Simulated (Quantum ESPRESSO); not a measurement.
# MgO2 (Pa-3) in Quantum ESPRESSO: band structure with LDA

Aim: the band structure of MgO2 with LDA.

Everything below comes from runs of Quantum ESPRESSO 7.5. Logs are shortened: lines on timing, memory, paths and dates and some standing lists are left out, and cuts for length are marked.

## Step 1: Starting point

It takes space group Pa-3 (No. 205, cubic). The conventional cell has a = 4.829 Å, b = 4.829 Å, c = 4.829 Å, α = 90.00°, β = 90.00°, γ = 90.00°. Mg (site symmetry -3) has 6 O at 2.07 Å as nearest neighbours. Around O (site symmetry 3) lie 1 O at 1.50 Å.

The cell is a database's computed one.

## Step 2: Band structure, LDA

pw.in

```
&CONTROL
  calculation = 'scf'
  prefix = 'pwscf'
  outdir = './tmp'
  pseudo_dir = './pseudo'
  tprnfor = .true.
  tstress = .true.
  disk_io = 'low'
/
&SYSTEM
  ibrav = 0
  nat = 12
  ntyp = 2
  ecutwfc = 45
  ecutrho = 360
  nbnd = 57
  occupations = 'smearing'
  smearing = 'fd'
  degauss = 0.00367493
/
&ELECTRONS
  conv_thr = 2.4d-09
  electron_maxstep = 120
  mixing_beta = 0.5
/
ATOMIC_SPECIES
Mg    24.3050 mg_lda_v1.4.uspp.F.UPF
O     15.9990 o_lda_v1.2.uspp.F.UPF
CELL_PARAMETERS angstrom
   4.8286124700    0.0000000000    0.0000000000
   0.0000000000    4.8286124700    0.0000000000
   0.0000000000    0.0000000000    4.8286124700
ATOMIC_POSITIONS crystal
Mg     0.0000000000    0.0000000000    0.0000000000
Mg     0.5000000000    0.0000000000    0.5000000000
Mg     0.5000000000    0.5000000000    0.0000000000
Mg     0.0000000000    0.5000000000    0.5000000000
O      0.5894244400    0.9105755600    0.0894244400
O      0.9105755600    0.0894244400    0.5894244400
O      0.0894244400    0.5894244400    0.9105755600
O      0.4105755600    0.4105755600    0.4105755600
O      0.5894244400    0.5894244400    0.5894244400
O      0.9105755600    0.4105755600    0.0894244400
O      0.0894244400    0.9105755600    0.4105755600
O      0.4105755600    0.0894244400    0.9105755600
K_POINTS automatic
6 6 6 0 0 0
```

bands.in

```
&CONTROL
  calculation = 'bands'
  prefix = 'pwscf'
  outdir = './tmp'
  pseudo_dir = './pseudo'
  disk_io = 'low'
  verbosity = 'high'
/
&SYSTEM
  ibrav = 0
  nat = 12
  ntyp = 2
  ecutwfc = 45
  ecutrho = 360
  nbnd = 57
  occupations = 'smearing'
  smearing = 'fd'
  degauss = 0.00367493
/
&ELECTRONS
  conv_thr = 1d-08
  electron_maxstep = 120
  mixing_beta = 0.5
  diago_full_acc = .true.
  startingwfc = 'random'
/
ATOMIC_SPECIES
Mg    24.3050 mg_lda_v1.4.uspp.F.UPF
O     15.9990 o_lda_v1.2.uspp.F.UPF
CELL_PARAMETERS angstrom
   4.8286124700    0.0000000000    0.0000000000
   0.0000000000    4.8286124700    0.0000000000
   0.0000000000    0.0000000000    4.8286124700
ATOMIC_POSITIONS crystal
Mg     0.0000000000    0.0000000000    0.0000000000
Mg     0.5000000000    0.0000000000    0.5000000000
Mg     0.5000000000    0.5000000000    0.0000000000
Mg     0.0000000000    0.5000000000    0.5000000000
O      0.5894244400    0.9105755600    0.0894244400
O      0.9105755600    0.0894244400    0.5894244400
O      0.0894244400    0.5894244400    0.9105755600
O      0.4105755600    0.4105755600    0.4105755600
O      0.5894244400    0.5894244400    0.5894244400
O      0.9105755600    0.4105755600    0.0894244400
O      0.0894244400    0.9105755600    0.4105755600
O      0.4105755600    0.0894244400    0.9105755600
K_POINTS crystal
60
 0.0000000000  0.0000000000  0.0000000000 1
 0.0000000000  0.0714285714  0.0000000000 1
 0.0000000000  0.1428571429  0.0000000000 1
 0.0000000000  0.2142857143  0.0000000000 1
 0.0000000000  0.2857142857  0.0000000000 1
 0.0000000000  0.3571428571  0.0000000000 1
 0.0000000000  0.4285714286  0.0000000000 1
 0.0000000000  0.5000000000  0.0000000000 1
 0.0714285714  0.5000000000  0.0000000000 1
 0.1428571429  0.5000000000  0.0000000000 1
 0.2142857143  0.5000000000  0.0000000000 1
 0.2857142857  0.5000000000  0.0000000000 1
 0.3571428571  0.5000000000  0.0000000000 1
 0.4285714286  0.5000000000  0.0000000000 1
 0.5000000000  0.5000000000  0.0000000000 1
 0.4545454545  0.4545454545  0.0000000000 1
 0.4090909091  0.4090909091  0.0000000000 1
 0.3636363636  0.3636363636  0.0000000000 1
 0.3181818182  0.3181818182  0.0000000000 1
 0.2727272727  0.2727272727  0.0000000000 1
 0.2272727273  0.2272727273  0.0000000000 1
 0.1818181818  0.1818181818  0.0000000000 1
 0.1363636364  0.1363636364  0.0000000000 1
 0.0909090909  0.0909090909  0.0000000000 1
 0.0454545455  0.0454545455  0.0000000000 1
 0.0000000000  0.0000000000  0.0000000000 1
 0.0357142857  0.0357142857  0.0357142857 1
 0.0714285714  0.0714285714  0.0714285714 1
 0.1071428571  0.1071428571  0.1071428571 1
 0.1428571429  0.1428571429  0.1428571429 1
 0.1785714286  0.1785714286  0.1785714286 1
 0.2142857143  0.2142857143  0.2142857143 1
 0.2500000000  0.2500000000  0.2500000000 1
 0.2857142857  0.2857142857  0.2857142857 1
 0.3214285714  0.3214285714  0.3214285714 1
 0.3571428571  0.3571428571  0.3571428571 1
 0.3928571429  0.3928571429  0.3928571429 1
 0.4285714286  0.4285714286  0.4285714286 1
 0.4642857143  0.4642857143  0.4642857143 1
 0.5000000000  0.5000000000  0.5000000000 1
 0.4545454545  0.5000000000  0.4545454545 1
 0.4090909091  0.5000000000  0.4090909091 1
 0.3636363636  0.5000000000  0.3636363636 1
 0.3181818182  0.5000000000  0.3181818182 1
 0.2727272727  0.5000000000  0.2727272727 1
 0.2272727273  0.5000000000  0.2272727273 1
 0.1818181818  0.5000000000  0.1818181818 1
 0.1363636364  0.5000000000  0.1363636364 1
 0.0909090909  0.5000000000  0.0909090909 1
 0.0454545455  0.5000000000  0.0454545455 1
 0.0000000000  0.5000000000  0.0000000000 1
 0.5000000000  0.5000000000  0.0000000000 1
 0.5000000000  0.5000000000  0.0625000000 1
 0.5000000000  0.5000000000  0.1250000000 1
 0.5000000000  0.5000000000  0.1875000000 1
 0.5000000000  0.5000000000  0.2500000000 1
 0.5000000000  0.5000000000  0.3125000000 1
 0.5000000000  0.5000000000  0.3750000000 1
 0.5000000000  0.5000000000  0.4375000000 1
 0.5000000000  0.5000000000  0.5000000000 1
```

Potentials or basis: GBRV 1.5 LDA.

The run is started by

```sh
$ OMP_NUM_THREADS=1 mpirun -n 2 pw.x -nk 2 -in pw.in > pw.out
$ OMP_NUM_THREADS=1 mpirun -n 2 pw.x -nk 2 -in bands.in > bands.out
```

pw.out:

```text
This program is part of the open-source Quantum ESPRESSO suite
     for quantum simulation of materials; please cite
[... 13 lines left out ...]
     --------------------
     sticks:   dense  smooth     PW     G-vecs:    dense   smooth      PW
     Sum        2385    1201    349                87655    31103    4945

     Using Slab Decomposition

     bravais-lattice index     =            0
     lattice parameter (alat)  =       9.1248  a.u.
     unit-cell volume          =     759.7377 (a.u.)^3
     number of atoms/cell      =           12
     number of atomic types    =            2
     number of electrons       =        88.00
     number of Kohn-Sham states=           57
     kinetic-energy cutoff     =      45.0000  Ry
     charge density cutoff     =     360.0000  Ry
     scf convergence threshold =      2.4E-09
     mixing beta               =       0.5000
     number of iterations used =            8  plain     mixing
     Exchange-correlation= SLA  PZ   NOGX NOGC
                           (   1   1   0   0   0   0   0)

     celldm(1)=   9.124755  celldm(2)=   0.000000  celldm(3)=   0.000000
     celldm(4)=   0.000000  celldm(5)=   0.000000  celldm(6)=   0.000000

     crystal axes: (cart. coord. in units of alat)
               a(1) = (   1.000000   0.000000   0.000000 )
               a(2) = (   0.000000   1.000000   0.000000 )
               a(3) = (   0.000000   0.000000   1.000000 )

     reciprocal axes: (cart. coord. in units 2 pi/alat)
               b(1) = (  1.000000  0.000000  0.000000 )
               b(2) = (  0.000000  1.000000  0.000000 )
               b(3) = (  0.000000  0.000000  1.000000 )

     PseudoPot. # 1 for Mg read from file:
     mg_lda_v1.4.uspp.F.UPF
     Pseudo is Ultrasoft, Zval = 10.0
     Generated by new atomic code, or converted to UPF format
     Using radial grid of  821 points,  7 beta functions with:
                l(1) =   0
                l(2) =   0
                l(3) =   0
                l(4) =   1
                l(5) =   1
                l(6) =   2
                l(7) =   2
     Q(r) pseudized with  8 coefficients,  rinner =    1.200   1.200   1.200
                                                       1.200   1.200

     PseudoPot. # 2 for O  read from file:
     o_lda_v1.2.uspp.F.UPF
     Pseudo is Ultrasoft + core correction, Zval =  6.0
     Generated by new atomic code, or converted to UPF format
     Using radial grid of  737 points,  5 beta functions with:
                l(1) =   0
                l(2) =   0
                l(3) =   1
                l(4) =   1
                l(5) =   2
     Q(r) pseudized with  8 coefficients,  rinner =    0.900   0.900   0.900
                                                       0.900   0.900

     atomic species   valence    mass     pseudopotential
     Mg               10.00    24.30500     Mg( 1.00)
     O                 6.00    15.99900     O ( 1.00)

     24 Sym. Ops., with inversion, found (18 have fractional translation)

   Cartesian axes

     site n.     atom                  positions (alat units)
         1        Mg     tau(   1) = (   0.0000000   0.0000000   0.0000000  )
         2        Mg     tau(   2) = (   0.5000000   0.0000000   0.5000000  )
         3        Mg     tau(   3) = (   0.5000000   0.5000000   0.0000000  )
         4        Mg     tau(   4) = (   0.0000000   0.5000000   0.5000000  )
[... 41 lines left out ...]

     Initial potential from superposition of free atoms

     starting charge      86.7992, renormalised to      88.0000
     Starting wfcs are   52 randomized atomic wfcs +    5 random wfcs

     Self-consistent Calculation

     iteration #  1     ecut=    45.00 Ry     beta= 0.50
     Davidson diagonalization with overlap
     ethr =  1.00E-02,  avg # of iterations =  5.5

     total energy              =    -758.79807255 Ry
     estimated scf accuracy    <       0.99391740 Ry
[... 50 lines left out ...]
     iteration #  9     ecut=    45.00 Ry     beta= 0.50
     Davidson diagonalization with overlap
     ethr =  6.34E-12,  avg # of iterations =  2.0

     End of self-consistent calculation

          k = 0.0000 0.0000 0.0000 (  3887 PWs)   bands (ev):

   -65.3318 -65.3298 -65.3298 -65.3298 -32.7985 -32.7985 -32.7985 -32.7879
   -32.7848 -32.7848 -32.7848 -32.7837 -32.7837 -32.7760 -32.7760 -32.7760
   -14.4096 -13.5731 -13.5731 -13.5731  -7.8743  -7.8743  -7.8743  -7.4183
     0.4884   0.9185   0.9185   0.9185   1.2715   1.2715   1.2715   2.1970
     2.1970   3.2284   3.2284   3.2284   4.4849   4.4849   4.4849   5.9854
     5.9854   5.9854   6.4905   6.4905  10.9473  10.9761  10.9761  10.9761
    12.8879  17.1481  17.1481  17.1481  17.9745  17.9745  17.9745  18.7959
    18.7959
[... 190 lines left out ...]
   -65.3303 -65.3303 -65.3303 -65.3303 -32.8006 -32.8006 -32.8006 -32.8006
   -32.7802 -32.7802 -32.7802 -32.7802 -32.7789 -32.7789 -32.7789 -32.7789
   -13.7233 -13.7233 -13.7233 -13.7233  -7.9048  -7.9048  -7.9048  -7.9048
     0.5710   0.5710   0.5710   0.5710   1.4180   1.4180   1.4180   1.4180
     3.0706   3.0706   3.0706   3.0706   5.7658   5.7658   5.7658   5.7658
     5.9226   5.9226   5.9226   5.9226  10.8265  10.8265  10.8265  10.8265
    15.7639  15.7639  15.7639  15.7639  17.7573  17.7573  17.7573  17.7573
    20.6313

          k =-0.5000-0.5000-0.5000 (  3912 PWs)   bands (ev):

   -65.3303 -65.3303 -65.3303 -65.3303 -32.8021 -32.8021 -32.8021 -32.8021
   -32.7789 -32.7789 -32.7789 -32.7789 -32.7789 -32.7789 -32.7789 -32.7789
   -13.7145 -13.7145 -13.7145 -13.7145  -7.9289  -7.9289  -7.9289  -7.9289
     0.9078   0.9078   0.9078   0.9078   1.0248   1.0248   1.0248   1.0248
     3.1574   3.1574   3.1574   3.1574   5.7389   5.7389   5.7389   5.7389
     5.9173   5.9173   5.9173   5.9173  10.8993  10.8993  10.8993  10.8993
    15.7456  15.7456  15.7456  15.7456  17.6184  17.6184  17.6184  17.6184
    21.1849

          k = 0.0000 0.3333 0.1667 (  3881 PWs)   bands (ev):

   -65.3312 -65.3303 -65.3299 -65.3298 -32.7955 -32.7941 -32.7939 -32.7902
   -32.7879 -32.7848 -32.7843 -32.7838 -32.7828 -32.7818 -32.7788 -32.7773
   -14.1577 -13.7626 -13.5936 -13.5617  -7.8756  -7.8654  -7.7994  -7.6013
     0.0238   0.1779   0.6078   0.7160   1.6755   1.8242   1.8500   2.1874
     2.3019   2.7902   2.9227   3.0986   5.1176   5.3175   5.3331   5.8998
     5.9133   6.1236   6.1854   6.3706  10.3756  10.5966  10.8466  10.8516
    14.3136  16.0790  16.8203  17.0803  17.7046  18.0777  18.1771  18.4283
    19.0566

          k = 0.0000-0.5000 0.1667 (  3874 PWs)   bands (ev):

   -65.3307 -65.3307 -65.3299 -65.3299 -32.7932 -32.7932 -32.7910 -32.7910
   -32.7892 -32.7892 -32.7839 -32.7839 -32.7810 -32.7810 -32.7795 -32.7795
   -13.9601 -13.9601 -13.5708 -13.5708  -7.8708  -7.8708  -7.7135  -7.7135
     0.0059   0.0059   0.6270   0.6270   1.7915   1.7915   2.0328   2.0328
     2.5515   2.5515   2.9999   2.9999   5.4934   5.4934   5.7100   5.7100
     5.8125   5.8125   6.3019   6.3019  10.4092  10.4092  10.8133  10.8133
    15.1820  15.1820  16.8524  16.8524  17.9242  17.9242  18.3999  18.3999
    19.0117

          k = 0.0000-0.5000 0.3333 (  3874 PWs)   bands (ev):

   -65.3305 -65.3305 -65.3300 -65.3300 -32.7946 -32.7946 -32.7924 -32.7924
   -32.7887 -32.7887 -32.7835 -32.7835 -32.7807 -32.7807 -32.7785 -32.7785
   -13.8677 -13.8677 -13.6417 -13.6417  -7.8663  -7.8663  -7.7714  -7.7714
     0.0273   0.0273   0.4813   0.4813   1.8499   1.8499   2.2777   2.2777
     2.3673   2.3673   2.9672   2.9672   5.5736   5.5736   5.8693   5.8693
     5.9279   5.9279   6.1116   6.1116  10.4720  10.4720  10.7422  10.7422
    15.3966  15.3966  16.4783  16.4783  17.9258  17.9258  18.4129  18.4129
    19.2344

          k =-0.1667-0.5000 0.3333 (  3868 PWs)   bands (ev):

   -65.3305 -65.3305 -65.3301 -65.3301 -32.7973 -32.7973 -32.7948 -32.7948
   -32.7858 -32.7858 -32.7816 -32.7816 -32.7804 -32.7804 -32.7787 -32.7787
   -13.8451 -13.8451 -13.6486 -13.6486  -7.8814  -7.8814  -7.7995  -7.7995
     0.0861   0.0861   0.5945   0.5945   1.5286   1.5286   2.2025   2.2025
     2.5657   2.5657   3.0315   3.0315   5.6023   5.6023   5.8288   5.8288
     5.9567   5.9567   6.0655   6.0655  10.5331  10.5331  10.7931  10.7931
    15.4139  15.4139  16.3604  16.3604  17.7897  17.7897  18.3653  18.3653
    19.4112

     the Fermi energy is     8.0104 ev

!    total energy              =    -758.94122304 Ry
     estimated scf accuracy    <          4.5E-10 Ry
     smearing contrib. (-TS)   =      -0.00000000 Ry
     internal energy E=F+TS    =    -758.94122304 Ry

     The total energy is F=E-TS. E is the sum of the following terms:
     one-electron contribution =    -402.94354259 Ry
     hartree contribution      =     231.90216794 Ry
     xc contribution           =    -123.56813640 Ry
     ewald contribution        =    -464.33171201 Ry

     convergence has been achieved in   9 iterations

     Forces acting on atoms (cartesian axes, Ry/au):

     atom    1 type  1   force =    -0.00000000    0.00000000   -0.00000000
     atom    2 type  1   force =    -0.00000000    0.00000000    0.00000000
     atom    3 type  1   force =     0.00000000    0.00000000   -0.00000000
     atom    4 type  1   force =     0.00000000    0.00000000   -0.00000000
     atom    5 type  2   force =    -0.00754026    0.00754026   -0.00754026
     atom    6 type  2   force =     0.00754026   -0.00754026   -0.00754026
     atom    7 type  2   force =    -0.00754026   -0.00754026    0.00754026
     atom    8 type  2   force =     0.00754026    0.00754026    0.00754026
     atom    9 type  2   force =    -0.00754026   -0.00754026   -0.00754026
     atom   10 type  2   force =     0.00754026    0.00754026   -0.00754026
     atom   11 type  2   force =    -0.00754026    0.00754026    0.00754026
     atom   12 type  2   force =     0.00754026   -0.00754026    0.00754026

     Total force =     0.036940     Total SCF correction =     0.000012

     Computing stress (Cartesian axis) and pressure

          total   stress  (Ry/bohr**3)                   (kbar)     P=      -49.69
  -0.00033775   0.00000000   0.00000000          -49.69        0.00        0.00
   0.00000000  -0.00033775   0.00000000            0.00      -49.69        0.00
   0.00000000   0.00000000  -0.00033775            0.00        0.00      -49.69

=------------------------------------------------------------------------------=
   JOB DONE.
=------------------------------------------------------------------------------=
```

Run time: 86 s. Hardware: 2 MPI ranks of Intel Xeon 6975P-C (Granite Rapids), shared host; peak memory 0.56 GiB.

Results:

- Free energy: -10325.9214 eV
- Pressure: -5.0 GPa
- Largest force: 0.336 eV/Å
- Band gap on the k mesh: 3.84 eV, indirect (least direct gap 3.97 eV)
- Band gap along the path: 3.82 eV, indirect (least direct gap 3.95 eV)

Forces in eV/Å, atoms in the order of the input:
```
Mg   0.000  0.000  0.000
Mg   0.000  0.000  0.000
Mg   0.000  0.000  0.000
Mg   0.000  0.000  0.000
O   -0.194  0.194 -0.194
O    0.194 -0.194 -0.194
O   -0.194 -0.194  0.194
O    0.194  0.194  0.194
O   -0.194 -0.194 -0.194
O    0.194  0.194 -0.194
O   -0.194  0.194  0.194
O    0.194 -0.194  0.194
```

Levels at the corners of the path, in eV from the valence-band top:
| point | band 42 | band 43 | band 44 | band 45 | band 46 | band 47 |
| --- | --- | --- | --- | --- | --- | --- |
| Γ | -0.50 | 0.00 | 0.00 | 4.46 | 4.49 | 4.49 |
| X | -0.74 | -0.12 | -0.12 | 3.90 | 3.90 | 4.33 |
| M | -0.50 | -0.50 | -0.50 | 4.11 | 4.11 | 4.11 |
| Γ | -0.50 | 0.00 | 0.00 | 4.46 | 4.49 | 4.49 |
| R | -0.57 | -0.57 | -0.57 | 4.41 | 4.41 | 4.41 |
| X | -0.74 | -0.12 | -0.12 | 3.90 | 3.90 | 4.33 |
| M | -0.50 | -0.50 | -0.50 | 4.11 | 4.11 | 4.11 |
| R | -0.57 | -0.57 | -0.57 | 4.41 | 4.41 | 4.41 |

As with any semilocal functional, this LDA gap is likely too small.
